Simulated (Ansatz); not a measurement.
**RbBr (Fm-3m), two-dimensional strain map**

Computed with DFT LDA, scalar-relativistic, plane waves, PAW (Ansatz). The runs took a 420 eV cutoff, a Γ-centred 6×6×6 mesh and Gaussian smearing (0.05 eV). No spin polarisation. Energies are free energies at this smearing, counted from the undisturbed cell; pressure is positive in compression.

The starting cell (as given, not relaxed at this level; it stands at -1.2 GPa):

```
CELL_PARAMETERS angstrom
0.00000 3.42750 3.42750
3.42750 0.00000 3.42750
3.42750 3.42750 0.00000
ATOMIC_POSITIONS crystal
Rb 0.00000 0.00000 0.00000
Br 0.50000 0.50000 0.50000
```

The cell is strained by p along both x and y and by q along z, fractional coordinates fixed. Points are written (p, q).

Energy above the undisturbed cell in meV/atom (a dash: not computed):

```
 p \ q  -0.080  -0.040  0.000  0.040  0.080
-0.080    57.4    33.1   31.3   41.8   58.4
-0.040    10.6       –   -8.5      –   24.7
 0.000    11.8    -5.2    0.0   17.0   39.6
 0.040    40.1       –   35.7      –   82.0
 0.080    82.4       –   85.4      –  138.5
```

Pressure in GPa:

```csv
p \ q,-0.080,-0.040,0.000,0.040,0.080
-0.080,4.7,3.3,2.4,1.9,1.5
-0.040,2.0,–,0.1,–,-0.6
0.000,0.5,-0.6,-1.2,-1.6,-1.8
0.040,-0.4,–,-1.9,–,-2.3
0.080,-0.8,–,-2.2,–,-2.6
```

Gap on the k-mesh in eV:

```
 p \ q  -0.080  -0.040  0.000  0.040  0.080
-0.080    4.66    4.46   4.27   4.11   3.97
-0.040    4.29       –   4.12      –   3.88
 0.000    4.00    4.00   3.95   3.84   3.75
 0.040    3.76       –   3.75      –   3.61
 0.080    3.58       –   3.59      –   3.47
```